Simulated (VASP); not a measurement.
# B (Fm-3m) in VASP: further runs

The runs below take B through single point, relaxation of cell and atoms, with r2SCAN.

All numbers are computed with VASP 6.6.1; they aren't measurements. Logs are shortened: lines on timing, memory, paths and dates and some standing lists are left out, and cuts for length are marked.

## Step 1: The crystal as given

The structure is cubic, space group Fm-3m (No. 225). The conventional cell has a = 2.854 Å, b = 2.854 Å, c = 2.854 Å, α = 90.00°, β = 90.00°, γ = 90.00°. B (site symmetry m-3m) has 12 B at 2.02 Å as nearest neighbours.

The cell was built by a generator and needn't be a form met in nature.

## Step 2: Single point, r2SCAN

Contents of POSCAR:

```
B
1.0
    0.0000000000      1.4270815038      1.4270815038
    1.4270815038      0.0000000000      1.4270815038
    1.4270815038      1.4270815038      0.0000000000
B
1
Direct
    0.0000000000      0.0000000000      0.0000000000
```

Contents of INCAR.step1:

```
PREC = Accurate ; ENCUT = 520
ISMEAR = 0 ; SIGMA = 0.1
LREAL = F ; LASPH = T
NELM = 100 ; NBANDS = 8
GGA = PE ; ALGO = Normal
EDIFF = 1E-4 ; LWAVE = T
LCHARG = F
```

Contents of INCAR.step2:

```
PREC = Accurate ; ENCUT = 520
EDIFF = 1E-6 ; ISMEAR = 0
SIGMA = 0.1 ; LREAL = F
LASPH = T ; NELM = 100
ALGO = Normal ; ISIF = 2
LWAVE = F ; LCHARG = F
METAGGA = R2SCAN ; LMIXTAU = T
NBANDS = 8 ; ISTART = 1
```

Contents of KPOINTS:

```
regular mesh
0
Gamma
  10 10 10
```

Potentials or basis: VASP PAW PBE potentials, release 64 (B).

Command:

```console
$ cat potpaw_PBE.64/B/POTCAR > POTCAR
$ cp INCAR.step1 INCAR
$ mpirun -np 1 vasp_std > vasp.out
$ cp INCAR.step2 INCAR
$ mpirun -np 1 vasp_std > vasp.out
```

OUTCAR:

```text
PREC = Accurate
   ENCUT = 520
   EDIFF = 1E-6
   ISMEAR = 0
   LREAL = F
   LASPH = T
   NELM = 100
   ISIF = 2
   METAGGA = R2SCAN
   ISTART = 1

 ion  position               nearest neighbor table
   1  0.000  0.000  0.000-

  LATTYP: Found a face centered cubic cell.
 ALAT       =     2.8541630076

  Lattice vectors:

 A1 = (   0.0000000000,   1.4270815038,   1.4270815038)
 A2 = (   1.4270815038,   0.0000000000,   1.4270815038)
 A3 = (   1.4270815038,   1.4270815038,   0.0000000000)

Analysis of symmetry for initial positions (statically):
=====================================================================
 Subroutine PRICEL returns:
 Original cell was already a primitive cell.

 Routine SETGRP: Setting up the symmetry group for a
 face centered cubic supercell.

 Subroutine GETGRP returns: Found 48 space group operations
 (whereof 48 operations were pure point group operations)
 out of a pool of 48 trial point group operations.

The static configuration has the point symmetry O_h .

Analysis of symmetry for dynamics (positions and initial velocities):
=====================================================================
 Subroutine PRICEL returns:
 Original cell was already a primitive cell.

 Routine SETGRP: Setting up the symmetry group for a
 face centered cubic supercell.

 Subroutine GETGRP returns: Found 48 space group operations
 (whereof 48 operations were pure point group operations)
 out of a pool of 48 trial point group operations.

The dynamic configuration has the point symmetry O_h .

 Subroutine INISYM returns: Found 48 space group operations
 (whereof 48 operations are pure point group operations),
 and found     1 'primitive' translations

----------------------------------------------------------------------------------------

                                     Primitive cell

  volume of cell :       5.8127

  direct lattice vectors                    reciprocal lattice vectors
     0.000000000  1.427081504  1.427081504    -0.350365413  0.350365413  0.350365413
     1.427081504  0.000000000  1.427081504     0.350365413 -0.350365413  0.350365413
     1.427081504  1.427081504  0.000000000     0.350365413  0.350365413 -0.350365413

  length of vectors
     2.018198017  2.018198017  2.018198017     0.606850696  0.606850696  0.606850696

  position of ions in fractional coordinates (direct lattice)
     0.000000000  0.000000000  0.000000000

  ion indices of the primitive-cell ions
   primitive index   ion index
                 1           1

----------------------------------------------------------------------------------------

 KPOINTS: regular mesh

Automatic generation of k-mesh.
 Grid dimensions read from file:
 generate k-points for:   10   10   10

 Generating k-lattice:

  Cartesian coordinates                     Fractional coordinates (reciprocal lattice)
    -0.035036541  0.035036541  0.035036541     0.100000000  0.000000000  0.000000000
     0.035036541 -0.035036541  0.035036541     0.000000000  0.100000000  0.000000000
     0.035036541  0.035036541 -0.035036541     0.000000000  0.000000000  0.100000000

  Length of vectors
     0.060685070  0.060685070  0.060685070

  Shift w.r.t. Gamma in fractional coordinates (k-lattice)
     0.000000000  0.000000000  0.000000000

 Subroutine IBZKPT returns following result:
 ===========================================

 Found     47 irreducible k-points:

 Following reciprocal coordinates:
            Coordinates               Weight
  0.000000  0.000000  0.000000      1.000000
  0.100000  0.000000  0.000000      8.000000
  0.200000  0.000000  0.000000      8.000000
  0.300000  0.000000  0.000000      8.000000
  0.400000  0.000000  0.000000      8.000000
  0.500000  0.000000  0.000000      4.000000
[... 16 lines left out ...]
  0.300000  0.300000  0.000000      6.000000
  0.400000  0.300000  0.000000     24.000000
 [... further k-points ...]
   k-points           NKPTS =     47   k-points in BZ     NKDIM =     47   number of bands    NBANDS=      8
   number of dos      NEDOS =    301   number of ions     NIONS =      1
   total plane-waves  NPLWV =   4096
   dimension x,y,z NGX =    16 NGY =   16 NGZ =   16
   dimension x,y,z NGXF=    32 NGYF=   32 NGZF=   32
   ions per type =               1
   NGX,Y,Z   is equivalent  to a cutoff of  13.18, 13.18, 13.18 a.u.
   NGXF,Y,Z  is equivalent  to a cutoff of  26.36, 26.36, 26.36 a.u.
 SYSTEM =  unknown system
   PREC   = accura    normal or accurate (medium, high low for compatibility)
   ISTART =      1    job   : 0-new  1-cont  2-samecut
   ICHARG =      0    charge: 1-file 2-atom 10-const
   ISPIN  =      1    spin polarized calculation?
   LNONCOLLINEAR =      F non collinear calculations
   LSORBIT =      F    spin-orbit coupling
   LASPH  =      T    aspherical Exc in radial PAW
   ENCUT  =  520.0 eV  38.22 Ry    6.18 a.u.   3.75  3.75  3.75*2*pi/ulx,y,z
   NELM   =    100;   NELMIN=  2; NELMDL=  0     # of ELM steps
   EDIFF  = 0.1E-05   stopping-criterion for ELM
   LREAL  =      F    real-space projection
   EDIFFG = 0.1E-04   stopping-criterion for IOM
   NSW    =      0    number of steps for IOM
   IBRION =     -1    ionic relax: 0-MD 1-quasi-New 2-CG
   NFREE  =      0    steps in history (QN), initial steepest desc. (CG)
   ISIF   =      2    stress and relaxation
   ISYM   =      2    0-nonsym 1-usesym 2-fastsym
   POTIM  = 0.5000    time-step for ionic-motion
   TEBEG  =    0.0;   TEEND  =   0.0 temperature during run
   PSTRESS=    0.0 pullay stress
   NELECT =       3.0000    total number of electrons
   NUPDOWN=      -1.0000    fix difference up-down
   EMIN   =  10.00;   EMAX   =-10.00  energy-range for DOS
   EFERMI =   0.00;   METHOD = LEGACY
   ISMEAR =     0;   SIGMA  =   0.10  broadening in eV -4-tet -1-fermi 0-gaus
   EFERMI_NEDOS =   21; number of points for ismear=-14 and -15
   IALGO  =     38    algorithm
   IMIX   =      4    mixing-type and parameters
     AMIX     =   0.40;   BMIX     =  1.00
     AMIX_MAG =   1.60;   BMIX_MAG =  1.00
  volume/ion in A,a.u.               =       5.81        39.23
  Fermi-wavevector in a.u.,A,eV,Ry     =   1.313177  2.481544 23.462333  1.724433
  Thomas-Fermi vector in A             =   2.443518
   LORBIT       =      0    0 simple, 1 ext, 2 COOP (PROOUT), +10 PAW based schemes
   METAGGA = R2SCAN    functional components
   LHFCALC =     F    Hartree Fock is set to
   AEXX    =    0.0000 exact exchange contribution
   IVDW    =     0    specifies the selected vdW correction
   LEPSILON=     F    determine dielectric tensor
   LRPA    =     F    only Hartree local field effects (RPA)
 non-spin polarized calculation
 Gauss-broadening in eV      SIGMA  =   0.10
  energy-cutoff  :      520.00
  volume of cell :        5.81
 maximum number of plane-waves:       169
   NGX =  7   NGY =  7   NGZ =  7

 number of electron       3.0000000 magnetization

 Free energy of the ion-electron system (eV)
  ---------------------------------------------------
  ext. energy  EPLUGINS =         0.00000000
  ---------------------------------------------------
  free energy    TOTEN  =        -5.86863120 eV

  energy without entropy =       -5.86738267  energy(sigma->0) =       -5.86800693

 E-fermi :  10.8486     XC(G=0): -14.1736

 val. band max:       10.6386402439   @ k =  -0.4000   0.5000   0.1000
 cond. band min:      10.9244905016   @ k =  -0.3000   0.2000   0.0000
 fundamental gap:      0.2858502577
 Fermi energy:        10.8486460949

 k-point     1 :       0.0000    0.0000    0.0000
  band No.  band energies     occupation
      1      -9.7989      2.00000
      2      28.5029      0.00000
      3      28.5029      0.00000
      4      28.5030      0.00000
      5      45.0111      0.00000
      6      45.0111      0.00000
      7      45.0111      0.00000
      8      49.0372      0.00000

 k-point     2 :       0.1000    0.0000    0.0000
  band No.  band energies     occupation
      1      -9.3283      2.00000
      2      26.1065      0.00000
      3      28.0241      0.00000
      4      28.0241      0.00000
      5      42.3789      0.00000
      6      46.0127      0.00000
      7      46.0127      0.00000
      8      53.9977      0.00000

 k-point     3 :       0.2000    0.0000    0.0000
  band No.  band energies     occupation
      1      -7.9189      2.00000
      2      20.4159      0.00000
      3      27.0097      0.00000
      4      27.0097      0.00000
      5      42.0694      0.00000
      6      46.6808      0.00000
      7      46.6808      0.00000
      8      50.3905      0.00000

 k-point     4 :       0.3000    0.0000    0.0000
  band No.  band energies     occupation
      1      -5.5888      2.00000
      2      14.0189      0.00000
      3      26.0658      0.00000
      4      26.0658      0.00000
      5      43.6073      0.00000
      6      44.3762      0.00000
      7      44.3762      0.00000
      8      47.3922      0.00000

 k-point     5 :       0.4000    0.0000    0.0000
  band No.  band energies     occupation
      1      -2.4506      2.00000
      2       8.2056      2.00000
      3      25.4690      0.00000
      4      25.4690      0.00000
      5      42.2907      0.00000
      6      42.2907      0.00000
      7      44.7893      0.00000
      8      46.4800      0.00000
[... 177 lines left out ...]
 k-point    22 :      -0.2000    0.2000    0.0000
  band No.  band energies     occupation
      1      -4.7909      2.00000
      2      15.9367      0.00000
      3      19.1851      0.00000
      4      26.5591      0.00000
      5      39.7764      0.00000
      6      43.8811      0.00000
      7      47.0507      0.00000
      8      51.1971      0.00000

 k-point    23 :       0.3000    0.3000    0.0000
  band No.  band energies     occupation
      1      -4.1859      2.00000
      2      20.1903      0.00000
      3      20.1903      0.00000
      4      21.8485      0.00000
      5      30.5596      0.00000
      6      33.8271      0.00000
      7      59.1119      0.00000
      8      59.1119      0.00000

 k-point    24 :       0.4000    0.3000    0.0000
  band No.  band energies     occupation
      1      -1.9003      2.00000
      2      16.4341      0.00000
      3      18.6110      0.00000
      4      19.3799      0.00000
      5      31.1187      0.00000
      6      34.3729      0.00000
      7      59.0177      0.00000
      8      61.1232      0.00000

 [... further k-points ...]

------------------------ aborting loop because EDIFF is reached ----------------------------------------

  FORCE on cell =-STRESS in cart. coord.  units (eV):
  Direction    XX          YY          ZZ          XY          YZ          ZX
  --------------------------------------------------------------------------------------
  -------------------------------------------------------------------------------------
  Total       -0.0105378     -0.0105378     -0.0105378      0.0000000      0.0000000      0.0000000
  in kB       -2.9045950     -2.9045950     -2.9045950      0.0000000      0.0000000      0.0000000
  external PRESSURE =      -2.9045950 kB  Pullay stress =       0.0000000 kB

 VOLUME and BASIS-vectors are now :
 -----------------------------------------------------------------------------
  energy-cutoff  :      520.00
  volume of cell :        5.81
      direct lattice vectors                 reciprocal lattice vectors
     0.000000000  1.427081504  1.427081504    -0.350365413  0.350365413  0.350365413
     1.427081504  0.000000000  1.427081504     0.350365413 -0.350365413  0.350365413
     1.427081504  1.427081504  0.000000000     0.350365413  0.350365413 -0.350365413

 POSITION                                       TOTAL-FORCE (eV/Angst)
 -----------------------------------------------------------------------------------
      0.00000      0.00000      0.00000         0.000000      0.000000     -0.000000
 -----------------------------------------------------------------------------------
    total drift:                                0.000000     -0.000000      0.000000

  FREE ENERGIE OF THE ION-ELECTRON SYSTEM (eV)
  ---------------------------------------------------
  free  energy   TOTEN  =        -5.8686311965 eV

  energy  without entropy=       -5.8673826700  energy(sigma->0) =       -5.86800693
```

It used 5.8 s of CPU time on 1 thread of Intel(R) Xeon(R) Platinum 8559C (Emerald Rapids), with other jobs on the host, which was overloaded at the time.

Results:

- Free energy: -5.8686 eV
- Pressure: -0.3 GPa
- Band gap on the k mesh: none (metal or under the smearing width)

Caveat: the k mesh is coarse (spacing up to 0.38 Å⁻¹), so the values aren't converged; the PAW data sets were made with another functional, which shifts forces and pressure a little.

(Continued in part 2 of 2.)
